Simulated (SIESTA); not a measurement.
Runs of SIESTA 5.4.2 on TiO2. Symmetry: C2/c, No. 15, monoclinic system. The conventional cell has a = 5.412 Å, b = 5.413 Å, c = 5.472 Å, α = 90.00°, β = 118.77°, γ = 90.00°. Ti (site symmetry 2) is surrounded by 6 O at 1.93 to 2.00 Å. O (site symmetry 1) has 3 Ti at 1.93 to 2.00 Å as nearest neighbours. The cell is a database's computed one.

| task | level | potentials or basis | k mesh | gap on the mesh (eV) | pressure (GPa) | V0 of scaled cells (Å³/atom) | B0 (GPa) | largest force (eV/Å) |
| --- | --- | --- | --- | --- | --- | --- | --- | --- |
| equation of state | LDA | PseudoDojo 0.4 standard (LDA files), DZP (energy shift 0.003 Ry; two zetas on semicore shells) | 6 × 6 × 4 | - | - | 11.22 | 232 | - |
| band structure | PBEsol | PseudoDojo 0.4 standard (PBEsol files), DZP (energy shift 0.003 Ry; two zetas on semicore shells) | 8 × 8 × 6 | 1.92 | -4.0 | - | - | (b) |
| band structure | LDA | PseudoDojo 0.4 standard (LDA files), DZP (energy shift 0.003 Ry; two zetas on semicore shells) | 8 × 8 × 6 | 1.88 | (c) | - | - | 0.25 |
| equation of state | PBEsol | PseudoDojo 0.4 standard (PBEsol files), DZP (energy shift 0.003 Ry; two zetas on semicore shells) | 6 × 6 × 4 | - | - | (a) | 217 | - |

Alike in all rows: no spin polarisation; cell as given; smearing fermi-dirac 0.05 eV; grid cutoff 800 Ry; energy shift 0.003 Ry.

**Question.** Estimate the missing entries.

**Answer.** (a) 11.49; (b) 0.15; (c) -9.0.

Caveats: the basis of atomic orbitals isn't converged, which shifts pressures, moduli and gaps; the cell was scaled at fixed shape and fractional positions, which overstates the stiffness of a crystal with free parameters, most of all of layers and chains (some runs).

A k mesh can miss the band edges.

Not every run made on this cell is shown here.
